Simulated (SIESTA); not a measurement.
**Pd under changes of volume**

One of the cells (15.045 Å³/atom); the others are scaled copies at fixed shape and fractional positions:

```
Pd
1.0
     0.00000    1.95939    1.95939
     1.95939    0.00000    1.95939
     1.95939    1.95939    0.00000
Pd
1
Direct
  0.00000 0.00000 0.00000
```

* Program: SIESTA 5.4.2
* Functional: PBE
* Potentials or basis: PseudoDojo 0.4 standard (PBE files)
* Basis: DZP (energy shift 0.002 Ry)
* Grid cutoff: 800 Ry
* Energy shift: 0.002 Ry
* k mesh: 12 × 12 × 12
* Occupations: fermi-dirac, width 0.05 eV
* Spin: no spin polarisation

| volume (Å³/atom) | energy over the lowest point (meV/atom) | pressure (GPa) |
| --- | --- | --- |
| 13.865 | 76.35 | 19.8 |
| 14.160 | 45.06 | 14.7 |
| 14.455 | 22.59 | 10.1 |
| 15.045 | 1.33 | 2.4 |
| 15.340 | 0.00 | -0.6 |
| 15.635 | ? | ? |

Problem. What does the run at 15.635 Å³/atom give?

Solution. Energy over the lowest point 3.89 meV/atom; pressure -3.3 GPa.

Worked out: A Birch-Murnaghan fit of order 3 (a polynomial in V^(-2/3)) to the other rows has its minimum at 15.26 Å³/atom with B0 = V·E''(V) = 152 GPa and B' = 6.5. It gives 4.01 meV/atom at 15.635 Å³/atom, against the run's 3.89, and -dE/dV = -3.4 GPa, against -3.3.

Energies are extrapolated to zero smearing.

Caveats: semicore shells carry a single zeta, which can move pressures by several GPa and volumes by a few percent; the basis of atomic orbitals isn't converged, which shifts pressures, moduli and gaps.
